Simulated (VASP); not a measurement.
# Ru (P6_3/mmc) in VASP: a series of runs

The runs below take Ru through single point, with PBEsol.

Program: VASP 6.6.1. These are calculated values, not measurements. Logs are shortened: lines on timing, memory, paths and dates and some standing lists are left out, and cuts for length are marked.

### 1 The undisturbed crystal

The structure is hexagonal, space group P6_3/mmc (No. 194). The conventional cell has a = 2.706 Å, b = 2.706 Å, c = 4.282 Å, α = 90.00°, β = 90.00°, γ = 120.00°. Around Ru (site symmetry -6m2) lie 12 Ru at 2.65 to 2.71 Å.

### 2 Single point, PBEsol (grid = ENCUT=460 dk=0.35 cell=2x2x2 ISMEAR=1 SIGMA=0.1 LREAL=Auto EDIFF=1e-06)

Input file INCAR:

```
SYSTEM = Ru
ALGO = Fast ; EDIFF = 1E-6
ENCUT = 460 ; GGA = PS
ISIF = 2 ; ISMEAR = 1
LASPH = .True. ; LCHARG = .False.
LREAL = Auto ; LWAVE = .False.
NBANDS = 120 ; NELM = 120
PREC = Accurate ; SIGMA = 0.1
```

Input file KPOINTS:

```
k-points
0
Gamma
  4 4 3
  0 0 0
```

Input file POSCAR:

```
Ru
1.0
    5.4116000000      0.0000000000      0.0000000000
   -2.7058000000      4.6865830752      0.0000000000
    0.0000000000      0.0000000000      8.5638000000
Ru
15
Direct
    0.3333333334      0.1666666666      0.8750000000
    0.3333333334      0.6666666666      0.3750000000
    0.3333333334      0.6666666666      0.8750000000
    0.8333333333      0.1666666666      0.3750000000
    0.8333333333      0.1666666666      0.8750000000
    0.8333333333      0.6666666666      0.3750000000
    0.8333333333      0.6666666666      0.8750000000
    0.1666666666      0.3333333334      0.1250000000
    0.1666666666      0.3333333334      0.6250000000
    0.1666666666      0.8333333333      0.1250000000
    0.1666666666      0.8333333333      0.6250000000
    0.6666666666      0.3333333334      0.1250000000
    0.6666666666      0.3333333334      0.6250000000
    0.6666666666      0.8333333333      0.1250000000
    0.6666666666      0.8333333333      0.6250000000
```

Potentials or basis: VASP PAW PBE potentials, release 64 (Ru_pv).

Launch:

```console
cat potpaw_PBE.64/Ru_pv/POTCAR > POTCAR
mpirun -np 1 vasp_std > vasp.out
```

OUTCAR:

```text
SYSTEM = Ru
   EDIFF = 1E-6
   ENCUT = 460
   GGA = PS
   ISIF = 2
   ISMEAR = 1
   LASPH = .True.
   LREAL = Auto
   NELM = 120
   PREC = Accurate

 Found      8 irreducible k-points:

 Following reciprocal coordinates:
            Coordinates               Weight
  0.000000  0.000000  0.000000      1.000000
  0.250000  0.000000  0.000000      6.000000
  0.500000  0.000000  0.000000      3.000000
  0.250000  0.250000  0.000000      6.000000
  0.000000  0.000000  0.333333      2.000000
  0.250000  0.000000  0.333333     12.000000
   k-points           NKPTS =      8   k-points in BZ     NKDIM =      8   number of bands    NBANDS=    120
   number of dos      NEDOS =    301   number of ions     NIONS =     15
   total plane-waves  NPLWV =  96000
   dimension x,y,z NGX =    40 NGY =   40 NGZ =   60
   dimension x,y,z NGXF=    80 NGYF=   80 NGZF=  120
   ions per type =              15
   NGX,Y,Z   is equivalent  to a cutoff of  12.29, 12.29, 11.65 a.u.
   NGXF,Y,Z  is equivalent  to a cutoff of  24.58, 24.58, 23.30 a.u.
 SYSTEM =  Ru
   PREC   = accura    normal or accurate (medium, high low for compatibility)
   ISTART =      0    job   : 0-new  1-cont  2-samecut
   ICHARG =      2    charge: 1-file 2-atom 10-const
   ISPIN  =      1    spin polarized calculation?
   LNONCOLLINEAR =      F non collinear calculations
   LSORBIT =      F    spin-orbit coupling
   LASPH  =      T    aspherical Exc in radial PAW
   ENCUT  =  460.0 eV  33.81 Ry    5.81 a.u.   9.46  9.46 14.98*2*pi/ulx,y,z
   NELM   =    120;   NELMIN=  2; NELMDL= -5     # of ELM steps
   EDIFF  = 0.1E-05   stopping-criterion for ELM
   LREAL  =      T    real-space projection
   EDIFFG = 0.1E-04   stopping-criterion for IOM
   NSW    =      0    number of steps for IOM
   IBRION =     -1    ionic relax: 0-MD 1-quasi-New 2-CG
   NFREE  =      0    steps in history (QN), initial steepest desc. (CG)
   ISIF   =      2    stress and relaxation
   ISYM   =      2    0-nonsym 1-usesym 2-fastsym
   POTIM  = 0.5000    time-step for ionic-motion
   TEBEG  =    0.0;   TEEND  =   0.0 temperature during run
   PSTRESS=    0.0 pullay stress
   NELECT =     210.0000    total number of electrons
   NUPDOWN=      -1.0000    fix difference up-down
   EMIN   =  10.00;   EMAX   =-10.00  energy-range for DOS
   EFERMI =   0.00;   METHOD = LEGACY
   ISMEAR =     1;   SIGMA  =   0.10  broadening in eV -4-tet -1-fermi 0-gaus
   EFERMI_NEDOS =   21; number of points for ismear=-14 and -15
   IALGO  =     68    algorithm
   IMIX   =      4    mixing-type and parameters
     AMIX     =   0.40;   BMIX     =  1.00
     AMIX_MAG =   1.60;   BMIX_MAG =  1.00
  volume/ion in A,a.u.               =      14.48        97.71
  Fermi-wavevector in a.u.,A,eV,Ry     =   1.618819  3.059125 35.655108  2.620577
  Thomas-Fermi vector in A             =   2.713021
   LORBIT       =      0    0 simple, 1 ext, 2 COOP (PROOUT), +10 PAW based schemes
   GGA     = PS    functional components
   LHFCALC =     F    Hartree Fock is set to
   AEXX    =    0.0000 exact exchange contribution
   IVDW    =     0    specifies the selected vdW correction
   LEPSILON=     F    determine dielectric tensor
   LRPA    =     F    only Hartree local field effects (RPA)
 non-spin polarized calculation
 RMM-DIIS sequential band-by-band and
 Methfessel and Paxton  Order N= 1 SIGMA  =   0.10
  energy-cutoff  :      460.00
  volume of cell :      217.19
 maximum number of plane-waves:      4914
 NGX is ok and might be reduce to    40
   NGX = 19   NGY = 19   NGZ = 29

 number of electron     210.0000050 magnetization

 Free energy of the ion-electron system (eV)
  ---------------------------------------------------
  ext. energy  EPLUGINS =         0.00000000
  ---------------------------------------------------
  free energy    TOTEN  =      -149.04432517 eV

  energy without entropy =     -149.04263843  energy(sigma->0) =     -149.04376292

 E-fermi :  11.5695     XC(G=0): -13.7983

 val. band max:       11.5554872436   @ k =   0.2500   0.0000   0.3333
 cond. band min:      11.5821665411   @ k =   0.2500   0.0000   0.3333
 fundamental gap:      0.0266792976
 Fermi energy:        11.5694769369

 k-point     1 :       0.0000    0.0000    0.0000
  band No.  band energies     occupation
      1     -31.9918      2.00000
      2     -31.9608      2.00000
      3     -31.9074      2.00000
      4     -31.9074      2.00000
      5     -31.8585      2.00000
      6     -31.8585      2.00000
[... 109 lines left out ...]
    116      13.3150     -0.00000
    117      13.3567     -0.00000

 k-point     2 :       0.2500    0.0000    0.0000
  band No.  band energies     occupation
      1     -31.9256      2.00000
      2     -31.9139      2.00000
      3     -31.8471      2.00000
      4     -31.8220      2.00000
      5     -31.8130      2.00000
      6     -31.7957      2.00000
[... 474 lines left out ...]
      1     -31.9228      2.00000
      2     -31.8727      2.00000
      3     -31.8571      2.00000
      4     -31.8345      2.00000
      5     -31.7869      2.00000
      6     -31.7858      2.00000
[... 109 lines left out ...]
    116      12.8173     -0.00000
    117      12.8897     -0.00000

 [... further k-points ...]

 [bands above 117 left out]

------------------------ aborting loop because EDIFF is reached ----------------------------------------

  FORCE on cell =-STRESS in cart. coord.  units (eV):
  Direction    XX          YY          ZZ          XY          YZ          ZX
  --------------------------------------------------------------------------------------
  -------------------------------------------------------------------------------------
  Total      -14.2579384    -14.2579384    -17.7289340      0.0000000     -0.0000000     -0.0000000
  in kB     -105.1765191   -105.1765191   -130.7810083      0.0000000     -0.0000000     -0.0000000
  external PRESSURE =    -113.7113488 kB  Pullay stress =       0.0000000 kB

 VOLUME and BASIS-vectors are now :
 -----------------------------------------------------------------------------
  energy-cutoff  :      460.00
  volume of cell :      217.19
      direct lattice vectors                 reciprocal lattice vectors
     5.411600000  0.000000000  0.000000000     0.184788233  0.106687536  0.000000000
    -2.705800000  4.686583075  0.000000000     0.000000000  0.213375072  0.000000000
     0.000000000  0.000000000  8.563800000     0.000000000  0.000000000  0.116770592

 POSITION                                       TOTAL-FORCE (eV/Angst)
 -----------------------------------------------------------------------------------
      1.35290      0.78110      7.49333        -0.000000      0.000000     -0.000000
      0.00000      3.12439      3.21143        -0.278507     -0.160796     -0.000000
      0.00000      3.12439      7.49333        -0.153548     -0.088651     -0.000000
      4.05870      0.78110      3.21143        -0.000000      0.321592     -0.000000
      4.05870      0.78110      7.49333        -0.000000      0.177303     -0.000000
      2.70580      3.12439      3.21143         0.278507     -0.160796     -0.000000
      2.70580      3.12439      7.49333         0.153548     -0.088651     -0.000000
     -0.00000      1.56219      1.07048         0.466756     -0.269482      0.088795
     -0.00000      1.56219      5.35238         0.466756     -0.269482     -0.088795
     -1.35290      3.90549      1.07048        -0.000000      0.538964      0.088795
     -1.35290      3.90549      5.35238        -0.000000      0.538964     -0.088795
      2.70580      1.56219      1.07048        -0.466756     -0.269482      0.088795
      2.70580      1.56219      5.35238        -0.466756     -0.269482     -0.088795
      1.35290      3.90549      1.07048        -0.000000      0.000000      0.006872
      1.35290      3.90549      5.35238        -0.000000      0.000000     -0.006872
 -----------------------------------------------------------------------------------
    total drift:                               -0.000004      0.000001      0.000000

  FREE ENERGIE OF THE ION-ELECTRON SYSTEM (eV)
  ---------------------------------------------------
  free  energy   TOTEN  =      -149.0443251710 eV

  energy  without entropy=     -149.0426384252  energy(sigma->0) =     -149.04376292
```

OSZICAR:

```text
N       E                     dE             d eps       ncg     rms          rms(c)
DAV:   1     0.266036180737E+04    0.26604E+04   -0.11868E+05  1976   0.178E+03
DAV:   2    -0.229757866404E+02   -0.26833E+04   -0.26205E+04  1984   0.587E+02
DAV:   3    -0.153478315115E+03   -0.13050E+03   -0.12426E+03  2664   0.117E+02
[... 10 lines left out ...]
RMM:  14    -0.149044312856E+03   -0.10634E-05   -0.21169E-03  2361   0.982E-02    0.678E-02
RMM:  15    -0.149044329651E+03   -0.16795E-04   -0.78420E-04  2535   0.505E-02    0.398E-02
RMM:  16    -0.149044315152E+03    0.14499E-04   -0.19549E-04  2318   0.363E-02    0.126E-02
RMM:  17    -0.149044323949E+03   -0.87974E-05   -0.96447E-05  2594   0.168E-02    0.756E-03
RMM:  18    -0.149044324463E+03   -0.51373E-06   -0.16849E-05  1924   0.710E-03    0.397E-03
RMM:  19    -0.149044325171E+03   -0.70821E-06   -0.76494E-06  1476   0.377E-03
   1 F= -.14904433E+03 E0= -.14904376E+03  d E =-.168675E-02
```

It took 3.2 min on 1 thread of Intel Xeon 6975P-C (Granite Rapids), shared host; peak memory 0.35 GiB.

The run converged, but some of its settings lie outside the range that counts as converged, so its numbers aren't taken as properties of the crystal.

What came out:

```
Free energy            : -149.0443 eV
Pressure               : -11.4 GPa
Largest force          : 0.546 eV/Å
Band gap on the k mesh : none (metal or under the smearing width)
```

Caveat: the PAW data sets were made with another functional, which shifts forces and pressure a little.

### 3 Single point, PBEsol (grid = ENCUT=520 dk=0.35 cell=2x2x2 ISMEAR=1 SIGMA=0.1 LREAL=Auto EDIFF=1e-06)

INCAR, as its differences from that of step 2:

```diff
@@ -2,3 +2,3 @@
 ALGO = Fast ; EDIFF = 1E-6
-ENCUT = 460 ; GGA = PS
+ENCUT = 520 ; GGA = PS
 ISIF = 2 ; ISMEAR = 1
```

KPOINTS is that of step 2.

POSCAR is that of step 2.

Potentials or basis: VASP PAW PBE potentials, release 64 (Ru_pv).

Launch:

```console
cat potpaw_PBE.64/Ru_pv/POTCAR > POTCAR
mpirun -np 1 vasp_std > vasp.out
```

Run time: 3.8 min. Hardware: 1 thread of Intel Xeon 6975P-C (Granite Rapids), shared host; peak memory 0.38 GiB.

These settings aren't checked as converged: the numbers below hold their error.

What came out:

| Quantity | Value |
| --- | --- |
| Free energy | -149.0503 eV |
| Pressure | -11.3 GPa |
| Largest force | 0.546 eV/Å |
| Band gap on the k mesh | none (metal or under the smearing width) |

Caveat: the PAW data sets were made with another functional, which shifts forces and pressure a little.

### 4 Single point, PBEsol (grid = ENCUT=400 dk=0.27 cell=2x2x2 ISMEAR=1 SIGMA=0.1 LREAL=Auto EDIFF=1e-06)

INCAR, as its differences from that of step 3:

```diff
@@ -2,3 +2,3 @@
 ALGO = Fast ; EDIFF = 1E-6
-ENCUT = 520 ; GGA = PS
+ENCUT = 400 ; GGA = PS
 ISIF = 2 ; ISMEAR = 1
```

Input file KPOINTS:

```
k-points
0
Gamma
  5 5 3
  0 0 0
```

POSCAR is that of step 3.

Potentials or basis: VASP PAW PBE potentials, release 64 (Ru_pv).

Launch:

```console
cat potpaw_PBE.64/Ru_pv/POTCAR > POTCAR
mpirun -np 1 vasp_std > vasp.out
```

OUTCAR:

```text
SYSTEM = Ru
   EDIFF = 1E-6
   ENCUT = 400
   GGA = PS
   ISIF = 2
   ISMEAR = 1
   LASPH = .True.
   LREAL = Auto
   NELM = 120
   PREC = Accurate

 Found     10 irreducible k-points:

 Following reciprocal coordinates:
            Coordinates               Weight
  0.000000  0.000000  0.000000      1.000000
  0.200000  0.000000  0.000000      6.000000
  0.400000  0.000000  0.000000      6.000000
  0.200000  0.200000  0.000000      6.000000
  0.400000  0.200000  0.000000      6.000000
  0.000000  0.000000  0.333333      2.000000
   k-points           NKPTS =     10   k-points in BZ     NKDIM =     10   number of bands    NBANDS=    120
   number of dos      NEDOS =    301   number of ions     NIONS =     15
   total plane-waves  NPLWV =  72576
   dimension x,y,z NGX =    36 NGY =   36 NGZ =   56
   dimension x,y,z NGXF=    72 NGYF=   72 NGZF=  112
   ions per type =              15
   NGX,Y,Z   is equivalent  to a cutoff of  11.06, 11.06, 10.87 a.u.
   NGXF,Y,Z  is equivalent  to a cutoff of  22.12, 22.12, 21.74 a.u.
 SYSTEM =  Ru
   PREC   = accura    normal or accurate (medium, high low for compatibility)
   ISTART =      0    job   : 0-new  1-cont  2-samecut
   ICHARG =      2    charge: 1-file 2-atom 10-const
   ISPIN  =      1    spin polarized calculation?
   LNONCOLLINEAR =      F non collinear calculations
   LSORBIT =      F    spin-orbit coupling
   LASPH  =      T    aspherical Exc in radial PAW
   ENCUT  =  400.0 eV  29.40 Ry    5.42 a.u.   8.82  8.82 13.97*2*pi/ulx,y,z
   NELM   =    120;   NELMIN=  2; NELMDL= -5     # of ELM steps
   EDIFF  = 0.1E-05   stopping-criterion for ELM
   LREAL  =      T    real-space projection
   EDIFFG = 0.1E-04   stopping-criterion for IOM
   NSW    =      0    number of steps for IOM
   IBRION =     -1    ionic relax: 0-MD 1-quasi-New 2-CG
   NFREE  =      0    steps in history (QN), initial steepest desc. (CG)
   ISIF   =      2    stress and relaxation
   ISYM   =      2    0-nonsym 1-usesym 2-fastsym
   POTIM  = 0.5000    time-step for ionic-motion
   TEBEG  =    0.0;   TEEND  =   0.0 temperature during run
   PSTRESS=    0.0 pullay stress
[... 30 lines left out ...]

 Free energy of the ion-electron system (eV)
  ---------------------------------------------------
  ext. energy  EPLUGINS =         0.00000000
  ---------------------------------------------------
  free energy    TOTEN  =      -148.84562092 eV

  energy without entropy =     -148.83929418  energy(sigma->0) =     -148.84351201

 E-fermi :  11.5748     XC(G=0): -13.8000

 val. band max:       11.5667035261   @ k =   0.4000   0.2000   0.0000
 cond. band min:      11.5861512517   @ k =   0.2000   0.0000   0.0000
 fundamental gap:      0.0194477256
 Fermi energy:        11.5747504260

 k-point     1 :       0.0000    0.0000    0.0000
  band No.  band energies     occupation
      1     -32.0077      2.00000
      2     -31.9722      2.00000
      3     -31.9025      2.00000
      4     -31.9025      2.00000
      5     -31.8918      2.00000
      6     -31.8918      2.00000
[... 709 lines left out ...]
    116      13.3254     -0.00000
    117      13.3337     -0.00000

 [... further k-points ...]

 [bands above 117 left out]

------------------------ aborting loop because EDIFF is reached ----------------------------------------

  FORCE on cell =-STRESS in cart. coord.  units (eV):
  Direction    XX          YY          ZZ          XY          YZ          ZX
  --------------------------------------------------------------------------------------
  -------------------------------------------------------------------------------------
  Total      -13.9465246    -13.9465246    -19.9894814      0.0000000      0.0000000     -0.0000000
  in kB     -102.8793133   -102.8793133   -147.4563856      0.0000000      0.0000000     -0.0000000
  external PRESSURE =    -117.7383374 kB  Pullay stress =       0.0000000 kB

 VOLUME and BASIS-vectors are now :
 -----------------------------------------------------------------------------
  energy-cutoff  :      400.00
  volume of cell :      217.19
      direct lattice vectors                 reciprocal lattice vectors
     5.411600000  0.000000000  0.000000000     0.184788233  0.106687536  0.000000000
    -2.705800000  4.686583075  0.000000000     0.000000000  0.213375072  0.000000000
     0.000000000  0.000000000  8.563800000     0.000000000  0.000000000  0.116770592

 POSITION                                       TOTAL-FORCE (eV/Angst)
 -----------------------------------------------------------------------------------
      1.35290      0.78110      7.49333        -0.000000      0.000000      0.000000
      0.00000      3.12439      3.21143        -0.078460     -0.045299      0.000000
      0.00000      3.12439      7.49333        -0.099451     -0.057418      0.000000
      4.05870      0.78110      3.21143         0.000000      0.090598      0.000000
      4.05870      0.78110      7.49333         0.000000      0.114836      0.000000
      2.70580      3.12439      3.21143         0.078460     -0.045299      0.000000
      2.70580      3.12439      7.49333         0.099451     -0.057418      0.000000
     -0.00000      1.56219      1.07048         0.523074     -0.301997      0.092564
     -0.00000      1.56219      5.35238         0.523074     -0.301997     -0.092564
     -1.35290      3.90549      1.07048        -0.000000      0.603994      0.092564
     -1.35290      3.90549      5.35238        -0.000000      0.603994     -0.092564
      2.70580      1.56219      1.07048        -0.523074     -0.301997      0.092564
      2.70580      1.56219      5.35238        -0.523074     -0.301997     -0.092564
      1.35290      3.90549      1.07048        -0.000000      0.000000     -0.023951
      1.35290      3.90549      5.35238        -0.000000      0.000000      0.023951
 -----------------------------------------------------------------------------------
    total drift:                               -0.000004      0.000001      0.000000

  FREE ENERGIE OF THE ION-ELECTRON SYSTEM (eV)
  ---------------------------------------------------
  free  energy   TOTEN  =      -148.8456209226 eV

  energy  without entropy=     -148.8392941783  energy(sigma->0) =     -148.84351201
```

OSZICAR:

```text
N       E                     dE             d eps       ncg     rms          rms(c)
DAV:   1     0.246166898470E+04    0.24617E+04   -0.11039E+05  2472   0.160E+03
DAV:   2    -0.325616799035E+02   -0.24942E+04   -0.24302E+04  2488   0.552E+02
DAV:   3    -0.154223169480E+03   -0.12166E+03   -0.11632E+03  3424   0.109E+02
[... 13 lines left out ...]
RMM:  17    -0.148845613003E+03   -0.94206E-05   -0.12994E-04  2998   0.242E-02    0.713E-03
RMM:  18    -0.148845617555E+03   -0.45520E-05   -0.61125E-05  2793   0.113E-02    0.470E-03
RMM:  19    -0.148845619268E+03   -0.17125E-05   -0.14081E-05  1878   0.417E-03    0.248E-03
RMM:  20    -0.148845620518E+03   -0.12499E-05   -0.73009E-06  1792   0.262E-03    0.869E-04
RMM:  21    -0.148845620923E+03   -0.40477E-06   -0.23906E-06  1569   0.155E-03
   1 F= -.14884562E+03 E0= -.14884351E+03  d E =-.632674E-02
```

stdout:

```text
POSCAR found type information on POSCAR Ru
 POSCAR found :  1 types and      15 ions
 scaLAPACK will be used
 -----------------------------------------------------------------------------
|                                                                             |
|                                                                             |
|     You enforced a specific xc type in the INCAR file but a different       |
|     I HOPE YOU KNOW WHAT YOU ARE DOING!                                     |
|                                                                             |
 -----------------------------------------------------------------------------

 LDA part: xc-table for (Slater+PW92), standard interpolation
 POSCAR, INCAR and KPOINTS ok, starting setup
 FFT: planning ... GRIDC
 FFT: planning ... GRID_SOFT
 FFT: planning ... GRID
 WAVECAR not read
 entering main loop
```

Run time: 3.3 min. Hardware: 1 thread of Intel Xeon 6975P-C (Granite Rapids), shared host; peak memory 0.33 GiB.

These settings aren't checked as converged: the numbers below hold their error.

What came out:

| Property | Result |
| --- | --- |
| Free energy | -148.8456 eV |
| Pressure | -11.8 GPa |
| Largest force | 0.611 eV/Å |
| Band gap on the k mesh | none (metal or under the smearing width) |

Caveat: the PAW data sets were made with another functional, which shifts forces and pressure a little.

(Continued in part 2 of 2.)
